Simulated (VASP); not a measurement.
# GaP (F-43m) in VASP: notebook

Aim: see how the results for GaP move with the level of theory and the settings. Levels: PBE-EpsX, PBE. Tasks: band structure, equation of state.

Program: VASP 6.6.1. These are calculated values, not measurements. Logs are shortened: lines on timing, memory, paths and dates and some standing lists are left out, and cuts for length are marked.

**The experiment to reproduce.**

From “Phosphorous dimerization in GaP at high pressure”, 2017, arxiv:1709.06667, for a bulk crystal of GaP: bulk modulus 87.5 ± 0.6 GPa.

The results are compared with them further down.

## 1. The crystal as given

The structure is cubic, space group F-43m (No. 216). The conventional cell has a = 5.451 Å, b = 5.451 Å, c = 5.451 Å, α = 90.00°, β = 90.00°, γ = 90.00°. Ga (site symmetry -43m) is surrounded by 4 P at 2.36 Å. Around P (site symmetry -43m) lie 4 Ga at 2.36 Å.

## 2. Band structure, PBE-EpsX

The input, POSCAR:

```
GaP
1.0
    0.0000000000      2.7252500000      2.7252500000
    2.7252500000      0.0000000000      2.7252500000
    2.7252500000      2.7252500000      0.0000000000
Ga P
1 1
Direct
    0.0000000000      0.0000000000      0.0000000000
    0.7500000000      0.7500000000      0.7500000000
```

The input, INCAR.step1:

```
SYSTEM = GaP
PREC = Accurate ; ENCUT = 520
EDIFF = 1E-8 ; ISMEAR = -1
SIGMA = 0.05 ; LREAL = .FALSE.
LASPH = .TRUE. ; NELM = 100
ALGO = Normal ; ISIF = 2
LWAVE = .FALSE. ; LCHARG = .FALSE.
GGA = PE ; LEPSILON = .TRUE.
```

The input, KPOINTS.step1:

```
Automatic mesh
0
G
  8 8 8
  0 0 0
```

The input, INCAR.step2:

```
SYSTEM = GaP
PREC = Accurate ; ENCUT = 520
EDIFF = 1E-5 ; ISMEAR = -1
SIGMA = 0.05 ; LREAL = .FALSE.
LASPH = .TRUE. ; NELM = 100
ALGO = Normal ; ISIF = 2
LWAVE = .TRUE. ; LCHARG = .FALSE.
NBANDS = 16 ; GGA = PE
```

The input, KPOINTS.step2:

```
regular mesh
0
G
  4 4 4
  0 0 0
```

The input, INCAR.step3:

```
SYSTEM = GaP
PREC = Accurate ; ENCUT = 520
EDIFF = 1E-6 ; ISMEAR = -1
SIGMA = 0.05 ; LREAL = .FALSE.
LASPH = .TRUE. ; NELM = 100
ALGO = Normal ; ISIF = 2
LWAVE = .FALSE. ; LCHARG = .FALSE.
GGA = PE ; LHFCALC = .TRUE.
AEXX = 0.0895 ; PRECFOCK = Fast
NBANDS = 16 ; ISTART = 1
```

The input, KPOINTS.step3:

```
regular mesh
0
G
  4 4 4
  0 0 0
```

The input, KPOINTS_OPT:

```
path GXWKGLUWLK,UX
12
line-mode
reciprocal
 0.0000000000  0.0000000000  0.0000000000  G
 0.5000000000  0.0000000000  0.5000000000  X

 0.5000000000  0.0000000000  0.5000000000  X
 0.5000000000  0.2500000000  0.7500000000  W

 0.5000000000  0.2500000000  0.7500000000  W
 0.3750000000  0.3750000000  0.7500000000  K

 0.3750000000  0.3750000000  0.7500000000  K
 0.0000000000  0.0000000000  0.0000000000  G

 0.0000000000  0.0000000000  0.0000000000  G
 0.5000000000  0.5000000000  0.5000000000  L

 0.5000000000  0.5000000000  0.5000000000  L
 0.6250000000  0.2500000000  0.6250000000  U

 0.6250000000  0.2500000000  0.6250000000  U
 0.5000000000  0.2500000000  0.7500000000  W

 0.5000000000  0.2500000000  0.7500000000  W
 0.5000000000  0.5000000000  0.5000000000  L

 0.5000000000  0.5000000000  0.5000000000  L
 0.3750000000  0.3750000000  0.7500000000  K

 0.6250000000  0.2500000000  0.6250000000  U
 0.5000000000  0.0000000000  0.5000000000  X
```

Potentials or basis: VASP PAW PBE potentials, release 64 (Ga_d, P).

Started as:

```bash
$ cat potpaw_PBE.64/Ga_d/POTCAR potpaw_PBE.64/P/POTCAR > POTCAR
$ cp INCAR.step1 INCAR
$ cp KPOINTS.step1 KPOINTS
$ mpirun -np 1 vasp_std > vasp.out
$ cp INCAR.step2 INCAR
$ cp KPOINTS.step2 KPOINTS
$ mpirun -np 1 vasp_std > vasp.out
$ cp INCAR.step3 INCAR
$ cp KPOINTS.step3 KPOINTS
$ mpirun -np 1 vasp_std > vasp.out
```

OUTCAR:

```text
SYSTEM = GaP
   PREC = Accurate
   ENCUT = 520
   EDIFF = 1E-6
   ISMEAR = -1
   LREAL = .FALSE.
   LASPH = .TRUE.
   NELM = 100
   ISIF = 2
   GGA = PE
   LHFCALC = .TRUE.
   AEXX = 0.0895
   PRECFOCK = Fast
   ISTART = 1

 ion  position               nearest neighbor table
   1  0.000  0.000  0.000-   2 2.36   2 2.36   2 2.36   2 2.36
   2  0.750  0.750  0.750-   1 2.36   1 2.36   1 2.36   1 2.36

  LATTYP: Found a face centered cubic cell.
 ALAT       =     5.4505000000

  Lattice vectors:

 A1 = (   0.0000000000,   2.7252500000,   2.7252500000)
 A2 = (   2.7252500000,   0.0000000000,   2.7252500000)
 A3 = (   2.7252500000,   2.7252500000,   0.0000000000)

Analysis of symmetry for initial positions (statically):
=====================================================================
 Subroutine PRICEL returns:
 Original cell was already a primitive cell.

 Routine SETGRP: Setting up the symmetry group for a
 face centered cubic supercell.

 Subroutine GETGRP returns: Found 24 space group operations
 (whereof 24 operations were pure point group operations)
 out of a pool of 48 trial point group operations.

The static configuration has the point symmetry T_d .

Analysis of symmetry for dynamics (positions and initial velocities):
=====================================================================
 Subroutine PRICEL returns:
 Original cell was already a primitive cell.

 Routine SETGRP: Setting up the symmetry group for a
 face centered cubic supercell.

 Subroutine GETGRP returns: Found 24 space group operations
 (whereof 24 operations were pure point group operations)
 out of a pool of 48 trial point group operations.

The dynamic configuration has the point symmetry T_d .

 Subroutine INISYM returns: Found 24 space group operations
 (whereof 24 operations are pure point group operations),
 and found     1 'primitive' translations

----------------------------------------------------------------------------------------

                                     Primitive cell

  volume of cell :      40.4808

  direct lattice vectors                    reciprocal lattice vectors
     0.000000000  2.725250000  2.725250000    -0.183469406  0.183469406  0.183469406
     2.725250000  0.000000000  2.725250000     0.183469406 -0.183469406  0.183469406
     2.725250000  2.725250000  0.000000000     0.183469406  0.183469406 -0.183469406

  length of vectors
     3.854085511  3.854085511  3.854085511     0.317778334  0.317778334  0.317778334

  position of ions in fractional coordinates (direct lattice)
     0.000000000  0.000000000  0.000000000
     0.750000000  0.750000000  0.750000000

  ion indices of the primitive-cell ions
   primitive index   ion index
                 1           1
                 2           2

----------------------------------------------------------------------------------------

 KPOINTS: regular mesh

Automatic generation of k-mesh.
 Grid dimensions read from file:
 generate k-points for:    4    4    4

 Generating k-lattice:

  Cartesian coordinates                     Fractional coordinates (reciprocal lattice)
    -0.045867352  0.045867352  0.045867352     0.250000000  0.000000000  0.000000000
     0.045867352 -0.045867352  0.045867352     0.000000000  0.250000000  0.000000000
     0.045867352  0.045867352 -0.045867352     0.000000000  0.000000000  0.250000000

  Length of vectors
     0.079444583  0.079444583  0.079444583

  Shift w.r.t. Gamma in fractional coordinates (k-lattice)
     0.000000000  0.000000000  0.000000000

 Subroutine IBZKPT returns following result:
 ===========================================

 Found      8 irreducible k-points:

 Following reciprocal coordinates:
            Coordinates               Weight
  0.000000  0.000000  0.000000      1.000000
  0.250000  0.000000  0.000000      8.000000
  0.500000  0.000000  0.000000      4.000000
  0.250000  0.250000  0.000000      6.000000
  0.500000  0.250000  0.000000     24.000000
 -0.250000  0.250000  0.000000     12.000000
  0.500000  0.500000  0.000000      3.000000
 -0.250000  0.500000  0.250000      6.000000
   k-points           NKPTS =      8   k-points in BZ     NKDIM =     64   number of bands    NBANDS=     16
   number of dos      NEDOS =    301   number of ions     NIONS =      2
   total plane-waves  NPLWV =  27000
   dimension x,y,z NGX =    30 NGY =   30 NGZ =   30
   dimension x,y,z NGXF=    60 NGYF=   60 NGZF=   60
   ions per type =               1   1
   NGX,Y,Z   is equivalent  to a cutoff of  12.94, 12.94, 12.94 a.u.
   NGXF,Y,Z  is equivalent  to a cutoff of  25.88, 25.88, 25.88 a.u.
 SYSTEM =  GaP
   PREC   = accura    normal or accurate (medium, high low for compatibility)
   ISTART =      1    job   : 0-new  1-cont  2-samecut
   ICHARG =      0    charge: 1-file 2-atom 10-const
   ISPIN  =      1    spin polarized calculation?
   LNONCOLLINEAR =      F non collinear calculations
   LSORBIT =      F    spin-orbit coupling
   LASPH  =      T    aspherical Exc in radial PAW
   ENCUT  =  520.0 eV  38.22 Ry    6.18 a.u.   7.17  7.17  7.17*2*pi/ulx,y,z
   NELM   =    100;   NELMIN=  2; NELMDL=  0     # of ELM steps
   EDIFF  = 0.1E-05   stopping-criterion for ELM
   LREAL  =      F    real-space projection
   EDIFFG = 0.1E-04   stopping-criterion for IOM
   NSW    =      0    number of steps for IOM
   IBRION =     -1    ionic relax: 0-MD 1-quasi-New 2-CG
   NFREE  =      0    steps in history (QN), initial steepest desc. (CG)
   ISIF   =      2    stress and relaxation
   ISYM   =      3    0-nonsym 1-usesym 2-fastsym
   POTIM  = 0.5000    time-step for ionic-motion
   TEBEG  =    0.0;   TEEND  =   0.0 temperature during run
   PSTRESS=    0.0 pullay stress
   NELECT =      18.0000    total number of electrons
   NUPDOWN=      -1.0000    fix difference up-down
   EMIN   =  10.00;   EMAX   =-10.00  energy-range for DOS
   EFERMI =   0.00;   METHOD = LEGACY
   ISMEAR =    -1;   SIGMA  =   0.05  broadening in eV -4-tet -1-fermi 0-gaus
   EFERMI_NEDOS =   21; number of points for ismear=-14 and -15
   IALGO  =     38    algorithm
   IMIX   =      1    mixing-type and parameters
     AMIX     =   0.40;   BMIX     =  1.00
     AMIX_MAG =   1.60;   BMIX_MAG =  1.00
  volume/ion in A,a.u.               =      20.24       136.59
  Fermi-wavevector in a.u.,A,eV,Ry     =   1.249538  2.361284 21.243377  1.561344
  Thomas-Fermi vector in A             =   2.383574
   LORBIT       =      0    0 simple, 1 ext, 2 COOP (PROOUT), +10 PAW based schemes
   GGA     = PE    functional components
   LHFCALC =     T    Hartree Fock is set to
   PRECFOCK=fast      Normal, Fast or Accurate (Low or Medium for compatibility)
   ENCUT4O =  -1.0   cutoff for four orbital integrals eV
   NKREDX  =     1    reduce k-point grid by
   NKREDY  =     1    reduce k-point grid by
   NKREDZ  =     1    reduce k-point grid by
   AEXX    =    0.0895 exact exchange contribution
   HFSCREEN=    0.0000 screening length (either q_TF or 0.3 A-1)
   HFSCREENC=   0.0000 screening length for correlation (either q_TF or 0.3 A-1)
   ENCUTFOCK=  -1.0 apply spherical cutoff to Coloumb kernel
   IVDW    =     0    specifies the selected vdW correction
   LEPSILON=     F    determine dielectric tensor
   LRPA    =     F    only Hartree local field effects (RPA)
 non-spin polarized calculation
  energy-cutoff  :      520.00
  volume of cell :       40.48
 maximum number of plane-waves:      1106
 NGX is ok and might be reduce to    30
  NGX = 16; NGY = 16; NGZ = 16

 number of electron      17.9999989 magnetization

 Free energy of the ion-electron system (eV)
  ---------------------------------------------------
  ext. energy  EPLUGINS =         0.00000000
  ---------------------------------------------------
  free energy    TOTEN  =        -9.90127817 eV

  energy without entropy =       -9.90127817  energy(sigma->0) =       -9.90127817

 E-fermi :   5.4684     XC(G=0):  -9.0754

 val. band max:        4.3987942708   @ k =   0.0000   0.0000   0.0000
 cond. band min:       6.5261640458   @ k =   0.5000   0.5000   0.0000
 fundamental gap:      2.1273697750
 Fermi energy:         5.4684492929

 k-point     1 :       0.0000    0.0000    0.0000
  band No.  band energies     occupation
      1     -11.0914      2.00000
      2     -11.0914      2.00000
      3     -11.0914      2.00000
      4     -10.9922      2.00000
      5     -10.9922      2.00000
      6      -8.5798      2.00000
[... 8 lines left out ...]
     15      14.8459      0.00000
     16      14.8459      0.00000

 k-point     2 :       0.2500    0.0000    0.0000
  band No.  band energies     occupation
      1     -11.1282      2.00000
      2     -11.0771      2.00000
      3     -11.0771      2.00000
      4     -10.9911      2.00000
      5     -10.9911      2.00000
      6      -7.7829      2.00000
[... 8 lines left out ...]
     15      14.0110      0.00000
     16      14.9412      0.00000

 k-point     3 :       0.5000    0.0000    0.0000
  band No.  band energies     occupation
      1     -11.1615      2.00000
      2     -11.0672      2.00000
      3     -11.0672      2.00000
      4     -10.9855      2.00000
      5     -10.9855      2.00000
      6      -6.4504      2.00000
[... 8 lines left out ...]
     15      16.8215      0.00000
     16      16.8215      0.00000

 k-point     4 :       0.2500    0.2500    0.0000
  band No.  band energies     occupation
      1     -11.1507      2.00000
      2     -11.0607      2.00000
      3     -11.0607      2.00000
      4     -11.0075      2.00000
      5     -10.9819      2.00000
      6      -7.5122      2.00000
[... 8 lines left out ...]
     15      15.8255      0.00000
     16      17.8026      0.00000

 k-point     5 :       0.5000    0.2500    0.0000
  band No.  band energies     occupation
      1     -11.1733      2.00000
      2     -11.0536      2.00000
      3     -11.0463      2.00000
      4     -11.0064      2.00000
      5     -10.9804      2.00000
      6      -6.1152      2.00000
[... 8 lines left out ...]
     15      16.9179      0.00000
     16      18.4003      0.00000

 k-point     6 :      -0.2500    0.2500    0.0000
  band No.  band energies     occupation
      1     -11.1570      2.00000
      2     -11.0632      2.00000
      3     -11.0590      2.00000
      4     -10.9936      2.00000
      5     -10.9907      2.00000
      6      -6.6425      2.00000
[... 8 lines left out ...]
     15      16.2047      0.00000
     16      18.4992      0.00000

 k-point     7 :       0.5000    0.5000    0.0000
  band No.  band energies     occupation
      1     -11.1975      2.00000
      2     -11.0285      2.00000
      3     -11.0285      2.00000
      4     -11.0261      2.00000
      5     -10.9716      2.00000
      6      -5.5158      2.00000
[... 8 lines left out ...]
     15      17.5503      0.00000
     16      18.1265      0.00000

 k-point     8 :      -0.2500    0.5000    0.2500
  band No.  band energies     occupation
      1     -11.1780      2.00000
      2     -11.0545      2.00000
      3     -11.0331      2.00000
      4     -11.0073      2.00000
      5     -10.9839      2.00000
      6      -5.4226      2.00000
[... 8 lines left out ...]
     15      17.0663      0.00000
     16      18.9306      0.00000

------------------------ aborting loop because EDIFF is reached ----------------------------------------

  FORCE on cell =-STRESS in cart. coord.  units (eV):
  Direction    XX          YY          ZZ          XY          YZ          ZX
  --------------------------------------------------------------------------------------
  -------------------------------------------------------------------------------------
  Total        0.5289240      0.5289240      0.5289240      0.0000000     -0.0000000     -0.0000000
  in kB       20.9341241     20.9341241     20.9341241      0.0000000     -0.0000000     -0.0000000
  external PRESSURE =      20.9341241 kB  Pullay stress =       0.0000000 kB

 VOLUME and BASIS-vectors are now :
 -----------------------------------------------------------------------------
  energy-cutoff  :      520.00
  volume of cell :       40.48
      direct lattice vectors                 reciprocal lattice vectors
     0.000000000  2.725250000  2.725250000    -0.183469406  0.183469406  0.183469406
     2.725250000  0.000000000  2.725250000     0.183469406 -0.183469406  0.183469406
     2.725250000  2.725250000  0.000000000     0.183469406  0.183469406 -0.183469406

 POSITION                                       TOTAL-FORCE (eV/Angst)
 -----------------------------------------------------------------------------------
      0.00000      0.00000      0.00000        -0.000000      0.000000     -0.000000
      4.08788      4.08788      4.08788         0.000000     -0.000000      0.000000
 -----------------------------------------------------------------------------------
    total drift:                                0.000031      0.000036      0.000026

  FREE ENERGIE OF THE ION-ELECTRON SYSTEM (eV)
  ---------------------------------------------------
  free  energy   TOTEN  =        -9.9012781653 eV

  energy  without entropy=       -9.9012781651  energy(sigma->0) =       -9.90127817
```

Run time: 31 min. Hardware: 1 thread of AMD EPYC 7R13 (Zen 3), shared host; peak memory 0.25 GiB.

What came out:

| Property | Result |
| --- | --- |
| Free energy | -9.9013 eV |
| Pressure | 2.1 GPa |
| Band gap on the k mesh | 2.13 eV, indirect (least direct gap 2.43 eV) |

Levels at the corners of the path, in eV from the valence-band top:
```csv
point,band 7,band 8,band 9,band 10,band 11,band 12
Γ,-0.04,-0.04,-0.04,2.40,4.41,4.41
X,-7.04,-2.82,-2.82,2.09,2.30,11.35
X,-7.04,-2.82,-2.82,2.09,2.30,11.35
W,-6.81,-3.74,-3.57,5.22,5.49,6.69
W,-6.81,-3.74,-3.57,5.22,5.49,6.69
K,-6.68,-3.98,-2.24,2.66,5.36,8.91
K,-6.68,-3.98,-2.24,2.66,5.36,8.91
Γ,-0.04,-0.04,-0.04,2.40,4.41,4.41
Γ,-0.04,-0.04,-0.04,2.40,4.41,4.41
L,-6.92,-1.20,-1.20,2.19,5.26,5.26
L,-6.92,-1.20,-1.20,2.19,5.26,5.26
U,-6.68,-3.98,-2.24,2.66,5.36,8.91
U,-6.68,-3.98,-2.24,2.66,5.36,8.91
W,-6.81,-3.74,-3.57,5.22,5.49,6.69
W,-6.81,-3.74,-3.57,5.22,5.49,6.69
L,-6.92,-1.20,-1.20,2.19,5.26,5.26
L,-6.92,-1.20,-1.20,2.19,5.26,5.26
K,-6.68,-3.98,-2.24,2.66,5.36,8.91
U,-6.68,-3.98,-2.24,2.66,5.36,8.91
X,-7.04,-2.82,-2.82,2.09,2.30,11.35
```

Caveat: the k mesh is coarse (spacing up to 0.50 Å⁻¹), so the values aren't converged, least of all with exact exchange; an unscreened hybrid on a path of extra k points without a Coulomb cutoff has errors near the mesh points, so the bands along the path aren't reliable; the PAW data sets were made with another functional, which shifts forces and pressure a little. A k mesh can miss the band edges.

(Continued in part 2 of 2.)
